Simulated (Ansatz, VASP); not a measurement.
Te2Mo: VASP beside Ansatz

```
Te Mo
1.0
     3.51820    0.00000    0.00000
    -1.75910    3.04685    0.00000
     0.00000    0.00000   13.97360
Te Mo
4 2
Direct
  0.33333 0.66667 0.62100
  0.66667 0.33333 0.12100
  0.33333 0.66667 0.87900
  0.66667 0.33333 0.37900
  0.33333 0.66667 0.25000
  0.66667 0.33333 0.75000
```

Alike in both runs: task single point; functional PBEsol; k mesh 9 × 9 × 2; no spin polarisation.

```csv
,VASP,Ansatz
version,VASP 6.6.1,Ansatz 0.2.0
potentials or method,"VASP PAW PBE potentials, release 64 (Te, Mo_sv)","plane waves, PAW"
plane-wave cutoff (eV),520,420
occupations,"methfessel-paxton of order 1, width 0.1 eV","cold, width 0.1 eV"
valence electrons in the cell,52,92
```

Ansatz gave:

```
gap on the k mesh at the Fermi level (eV) : 0.76
```

Task: Which values does VASP return?

Result: gap on the k mesh at the Fermi level (eV): 0.75.

The two sets of potentials don't hold the same shells in valence.

Caveats: spin-orbit coupling is left out, which moves the levels of the heavy elements; an odd mesh through Γ misses points on the zone boundary, where band edges often lie. As with any semilocal functional, this PBEsol gap is likely too small.
